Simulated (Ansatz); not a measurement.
NaI: a film clamped to a substrate

Method: DFT r2SCAN, scalar-relativistic, plane waves, PAW (Ansatz 0.2.0). Settings: plane waves to 500 eV, k-mesh 6×6×6 (Γ-centred), Gaussian smearing 0.05 eV. Spin–orbit coupling is left out, which matters for the heavy elements here. No spin polarisation. Energies are free energies at this smearing, counted from the undisturbed cell; pressure is positive in compression.

Zero of the scan (as given, not relaxed at this level; it stands at -0.1 GPa):

```
Na I
1.0
     0.00000    3.23640    3.23640
     3.23640    0.00000    3.23640
     3.23640    3.23640    0.00000
Na I
1 1
Direct
  0.00000 0.00000 0.00000
  0.50000 0.50000 0.50000
```

The cell (2 atoms, V0 = 67.80 Å³) is strained by p along both x and y and by q along z, fractional coordinates fixed. τp = (1/V0) ∂E/∂p = (σxx + σyy)(1 + p)(1 + q) and τq = (1/V0) ∂E/∂q = σzz(1 + p)², with tension positive.

| p | q | ΔE (meV/atom) | τp (GPa) | τq (GPa) |
| --- | --- | --- | --- | --- |
| 0.000 | 0.000 | 0.00 | 0.19 | 0.09 |
| -0.015 | 0.000 | 1.56 | -1.21 | -0.14 |
| 0.015 | 0.000 | 2.49 | 1.34 | 0.33 |
| 0.000 | -0.015 | 0.58 | -0.06 | -0.48 |
| 0.000 | 0.015 | 1.07 | 0.42 | 0.56 |

Get the second derivatives of the energy density.

Central differences give A = ∂τp/∂p = 85 GPa (C11 + C22 + 2 C12), C = ∂τq/∂q = 35 GPa (C33) and the cross term B = ∂τq/∂p = 15.8 GPa (C13 + C23); ∂τp/∂q = 15.8 GPa must equal B, and any difference shows higher-order terms. The ions are clamped. In a cubic crystal C11 = C = 35, C12 = B/2 = 7.9 GPa and A should be 2(C11 + C12) = 85 GPa; the bulk modulus is (C11 + 2 C12)/3 = 16.8 GPa.

A film of this crystal grows with z along the normal on a substrate that imposes p. How does its thickness respond, and what does the misfit cost?

Count p and q from the stress-free cell. A free surface needs τq = 0, so q = −(B/C) p = -0.45 p. The energy density left is (A − B²/C) p²/2 = M p², with the biaxial modulus M = 39 GPa; a misfit of 1 % costs 0.83 meV/atom, against 0.90 meV/atom if the thickness were held.

At p = 0.030 the energies along q are 8.4 (q = -0.030), 7.4 (q = -0.015), 8.3 (q = 0.000), 10.8 (q = 0.015), 14.6 (q = 0.030) meV/atom.

Does the linear rule hold at this misfit?

A parabola through the lowest point and its neighbours has its minimum at q = -0.015, 7.4 meV/atom. With the stress left in the starting cell, τp0 and τq0, linear elasticity gives q = −(τq0 + Bp)/C = -0.016 and E = V0(τp0 p + τq0 q + Ap²/2 + Bpq + Cq²/2)/N = 8.3 meV/atom. The energies differ by more than a tenth, so the quadratic law fails here: the gap holds the anharmonic part, with some error from the wide steps. Cubic terms also shift the vertex of so wide a parabola.